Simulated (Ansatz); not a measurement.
Barrier of one jump, B in Ti

Level of theory: Ansatz 0.2.0, DFT PBE, scalar-relativistic, plane waves, PAW. Settings: 420 eV cutoff, 4×4×4 k-mesh, shifted by half a step, Gaussian smearing of 0.10 eV, no spin polarisation.

Host crystal, relaxed:

```
Ti
1.0
     4.57954    0.00000    0.00000
    -2.28977    3.96599    0.00000
     0.00000    0.00000    2.83217
Ti
3
Direct
  0.00000 0.00000 0.00000
  0.33333 0.66667 0.50000
  0.66667 0.33333 0.50000
```

In a supercell of 18 host sites, interstitial B hops to an equivalent place, moving 2.29 Å between the relaxed ends. Climbing-image nudged elastic band at fixed cell with images 0 (start) to 6 (end), the path measured over all atoms, converged to 0.05 eV/Å; the order of the saddle wasn't checked, and the small cell leaves errors of about a tenth of an eV.

Supercell rows in host cell vectors: 0 -1 2; 1 1 2; -1 0 2. B was set at (0.000, 0.450, 0.000) of the host cell.

At the relaxed start B has 4 Ti at 2.10 Å, 2 Ti at 2.23 Å.

What barrier does the band give, and what surrounds the atom at the top?

1.14 eV at image 3, where B has 1 Ti at 2.03 Å, 2 Ti at 2.13 Å, 2 Ti at 2.52 Å, 2 Ti at 2.61 Å.

Cost: 1 run of about 58 core-minutes, on Intel Xeon 6975P-C (Granite Rapids) (shared hosts).